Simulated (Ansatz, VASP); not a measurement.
# Two plane-wave programs on MgSe

The input POSCAR:

```
MgSe
1.0
    0.0000000000      2.7362756105      2.7362756105
    2.7362756105      0.0000000000      2.7362756105
    2.7362756105      2.7362756105      0.0000000000
Mg Se
1 1
Direct
    0.0000000000      0.0000000000      0.0000000000
    0.5000000000      0.5000000000      0.5000000000
```

INCAR.step1

```
SYSTEM = MgSe
  PREC = Accurate
  ENCUT = 520
  EDIFF = 1E-5
  ISMEAR = 0
  SIGMA = 0.01
  LREAL = .FALSE.
  LASPH = .TRUE.
  NELM = 100
  ALGO = Normal
  ISIF = 2
  LWAVE = .TRUE.
  LCHARG = .FALSE.
  NBANDS = 11
  GGA = PE
```

The input INCAR.step2:

```
SYSTEM = MgSe
  PREC = Accurate
  ENCUT = 520
  EDIFF = 1E-7
  ISMEAR = 0
  SIGMA = 0.01
  LREAL = .FALSE.
  LASPH = .TRUE.
  NELM = 100
  ALGO = Normal
  ISIF = 2
  LWAVE = .FALSE.
  LCHARG = .FALSE.
  GGA = PE
  LHFCALC = .TRUE.
  HFSCREEN = 0.2079
  PRECFOCK = Normal
  NBANDS = 11
  ISTART = 1
```

The input KPOINTS:

```
regular mesh
0
G
  4 4 4
  0 0 0
```

Input for Ansatz:

```yaml
crystal:
  lattice:
    - [0.0, 2.7362756105, 2.7362756105]
    - [2.7362756105, 0.0, 2.7362756105]
    - [2.7362756105, 2.7362756105, 0.0]
  atoms:
    - { symbol: Mg, position: [0.0, 0.0, 0.0] }
    - { symbol: Se, position: [0.5, 0.5, 0.5] }
kpoints:
  mp_grid: { grid: [4, 4, 4] }
hamiltonian:
  xc: hse06
scf:
  occupations: { method: fixed }
  n_extra_bands: 4
output:
  forces: true
  stress: true
  eigenvalues: true
  write_density: true
  write_potential: true
  elf: true
  volumetric_format: npy
```

Alike in both runs: task single point; functional HSE06; k mesh 4 × 4 × 4; no spin polarisation.

|  | VASP | Ansatz |
| --- | --- | --- |
| version | VASP 6.6.1 | Ansatz 0.2.0 |
| potentials or method | VASP PAW PBE potentials, release 64 (Mg, Se) | plane waves, PAW |
| plane-wave cutoff (eV) | 520 | 420 |
| occupations | gaussian, width 0.01 eV | fixed |
| valence electrons in the cell | 8 | 26 |

```tsv
	VASP	Ansatz	Ansatz less VASP
gap on the k mesh at the Fermi level (eV)	2.62	2.65	+0.032
pressure (GPa)	-0.2	0.1	+0.32
```

The two sets of potentials don't hold the same shells in valence. Ansatz warned: «stress_exchange_threshold_loose».

Caveats: the k mesh is coarse (spacing up to 0.50 Å⁻¹), so the values aren't converged, least of all with exact exchange; the PAW data sets were made with another functional, which shifts forces and pressure a little (VASP). A k mesh can miss the band edges.
